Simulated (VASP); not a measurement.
Here is a VASP 6.6.1 calculation.

The input INCAR:

```
SYSTEM = TiO2
  PREC = Accurate
  ENCUT = 520
  EDIFF = 1E-7
  ISMEAR = 0
  SIGMA = 0.03
  LREAL = .FALSE.
  LASPH = .TRUE.
  NELM = 80
  ALGO = Normal
  ISIF = 2
  LWAVE = .FALSE.
  LCHARG = .FALSE.
  LMAXMIX = 4
  GGA = PE
  NBANDS = 33
  ICORELEVEL = 1
  KPAR = 2
```

The input KPOINTS:

```
Automatic mesh
0
G
  10 10 10
  0 0 0
```

The input POSCAR:

```
TiO2                                    
1.0
   -1.9008450040      1.9008450040      4.8520619821
    1.9008450040     -1.9008450040      4.8520619821
    1.9008450040      1.9008450040     -4.8520619821
  Ti              O             
     2     4
Direct
     0.0000000000000000    0.0000000000000000    0.0000000000000000
     0.7500000000000000    0.2500000000000000    0.5000000000000000
     0.2065470640003265    0.2065470640003265    0.0000000000000000
     0.9565470640003265    0.4565470640003265    0.5000000000000000
     0.5434529359996735    0.0434529359996735    0.5000000000000000
     0.7934529359996735    0.7934529359996735    0.0000000000000000
```

The input KPOINTS_OPT:

```
explicit points
173
Reciprocal
 0.0000000000  0.0000000000  0.0000000000 1
-0.0357142857  0.0357142857  0.0000000000 1
-0.0714285714  0.0714285714  0.0000000000 1
-0.1071428571  0.1071428571  0.0000000000 1
-0.1428571429  0.1428571429  0.0000000000 1
-0.1785714286  0.1785714286  0.0000000000 1
[... 165 lines left out ...]
-0.0790928267  0.0790928267  0.5000000000 1
 0.5000000000  0.5000000000 -0.0790928267 1
```

Potentials or basis: VASP PAW PBE potentials, release 64 (Ti_sv, O).

Run with:

```console
$ cat potpaw_PBE.64/Ti_sv/POTCAR potpaw_PBE.64/O/POTCAR > POTCAR
$ mpirun -np 2 vasp_std > vasp.out
```

**Question.** What does it give for the band gap on the k mesh?

**Answer.** 2.11 eV, indirect (least direct gap 2.40 eV).

**Question.** Estimate the band gap along the path.

**Answer.** 2.09 eV, indirect (least direct gap 2.40 eV).

**Question.** Predict the pressure.

**Answer.** 0.2 GPa.

Core levels (eV, on the scale of the bands):
| atom | levels |
| --- | --- |
| 1 Ti | 1s -4859.3, 2s -528.4, 2p -435.7 |
| 2 Ti | 1s -4859.3, 2s -528.4, 2p -435.7 |
| 3 O | 1s -500.8 |
| 4 O | 1s -500.8 |
| 5 O | 1s -500.8 |
| 6 O | 1s -500.8 |

A hybrid or GW would open this gap; PBE tends to underestimate it.
